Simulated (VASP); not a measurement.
Here is a VASP 6.6.1 calculation.

The input INCAR:

```
SYSTEM = Pr
PREC     = Accurate       ! precision mode
ENCUT    = 520            ! plane-wave cutoff, eV
EDIFF    = 1E-7           ! SCF threshold, eV
ISMEAR   = -1             ! smearing method
SIGMA    = 0.05           ! smearing width, eV
LREAL    = .False.        ! projectors in reciprocal space
LASPH    = .True.         ! aspherical terms in the spheres
NELM     = 100            ! most SCF steps
ALGO     = Normal         ! electronic algorithm
ISIF     = 2              ! what is computed and relaxed
LWAVE    = .False.        ! write WAVECAR
LCHARG   = .True.         ! write CHGCAR
ISPIN    = 2              ! spin polarisation
MAGMOM   = 2              ! initial moments
LORBIT   = 11             ! projections on sites
LMAXMIX  = 6              ! l up to which the mixer works
GGA      = PE             ! functional
LELF     = .True.         ! ELF
LVHAR    = .True.       
NBANDS   = 16             ! bands
```

File KPOINTS:

```
Automatic mesh
0
Gamma
  9 9 9
  0 0 0
```

File POSCAR:

```
Pr
1.0
   -2.2427050000      2.2029470000      1.9830330000
    2.2042170000     -2.1089270000      1.8288480000
    2.2312980000      2.0975210000     -1.8736320000
Pr
1
Direct
   -0.0037820000      0.0106370000      0.0070190000
```

Potentials or basis: VASP PAW PBE potentials, release 64 (Pr).

Command:

```bash
$ cat potpaw_PBE.64/Pr/POTCAR > POTCAR
$ mpirun -np 1 vasp_std > vasp.out
```

Q: What does it give for the pressure?

A: -1.2 GPa.

Q: Estimate the net moment.

A: 2.87 μB per cell.

Stress tensor (GPa, compression positive):
```
-1.55  0.09  0.30
 0.09 -1.85 -0.66
 0.30 -0.66 -0.24
```

Caveat: the magnetic or orbital state may not be the lowest. The state reached can hang on the start; a lower one may exist.
